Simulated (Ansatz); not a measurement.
RuSi (P2_13) from a database structure, relaxed with r2SCAN in the plane-wave code Ansatz: space group P2_13 (No. 198), cubic; a = 4.705 Å in the conventional setting, 13.02 Å³ an atom. Si is surrounded by 7 Ru at 2.38–2.70 Å; Ru is surrounded by 7 Si at 2.38–2.70 Å. The primitive cell holds 8 atoms in 104.14 Å³. Spin-unpolarised throughout; all numbers are computed.

Computed values: HSE06 (4×4×4) gives a least gap of 0.75 eV and a least direct gap of 0.95 eV. r2SCAN's ε∞ is 34.56.

Question: What is the density?

Answer: The cell holds 4 Si, 4 Ru: M = 4×28.085 + 4×101.070 = 516.62 u in V = 104.14 Å³. ρ = 1.66054 × M/V = 1.66054 × 516.62/104.14 = 8.238 g/cm³, for the static r2SCAN lattice.

Question: At what wavelength does absorption set in by HSE06, excitons left aside?

Answer: λ = 1239.84 eV nm/E: 1653 nm for the least gap, where it needs phonons and is weak, and 1305 nm for direct transitions. That lies in the infrared.

Question: What refractive index and reflectivity at normal incidence follow, below the gap and above the phonons?

Answer: n = √34.56 = 5.879; R = ((n − 1)/(n + 1))² = (4.879/6.879)² = 50.3 % a face.

The runs are scalar-relativistic, without spin-orbit coupling.

The meshes of the hybrids are coarse, so their gaps aren't converged to the digits shown.
